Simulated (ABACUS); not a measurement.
Pd: single point with B86bPBE

The system is Pd.

```xyz
1
Lattice="0.0000 1.9465 1.9465 1.9465 0.0000 1.9465 1.9465 1.9465 0.0000" Properties=species:S:1:pos:R:3 pbc="T T T"
Pd    0.0000    0.0000    0.0000
```

* Program: ABACUS 3.10.1
* Task: single point
* Functional: B86bPBE
* Potentials or basis: SSSP 1.3 efficiency PBE
* Cutoff: 748 eV
* Density cutoff: 5987 eV
* Basis: plane waves
* k mesh: 10 × 10 × 10
* Occupations: fermi-dirac, width 0.05 eV
* Spin: no spin polarisation
* Radial cutoff of the potentials (pseudo_rcut): 10 bohr
* SCF threshold on the density: 1e-08
* Max SCF steps: 100
* Eigensolver: dav
* Mixing: broyden
* Mixing share: 0.7
* Symmetry key: 1
* Bands: 19

- Pressure: 8.5 GPa
- Band gap on the k mesh: none (metal or under the smearing width)

Levels at points of the mesh, in eV from the Fermi level:
```csv
k point,band 7,band 8,band 9,band 10,band 11,band 12
"(0.00, 0.00, 0.00)",-2.84,-2.84,-1.24,-1.24,17.50,22.23
"(0.50, 0.50, 0.50)",-2.89,-0.04,-0.04,1.06,7.32,16.82
"(0.50, 0.50, 0.00)",-0.06,0.28,0.28,3.39,10.77,13.32
```

Wall time 1.8 s on 4 MPI ranks on Intel(R) Xeon(R) 6975P-C (Granite Rapids) (shared host), peak memory 0.32 GiB a rank.

Caveat: the potentials were made for another functional, which shifts forces and pressure.
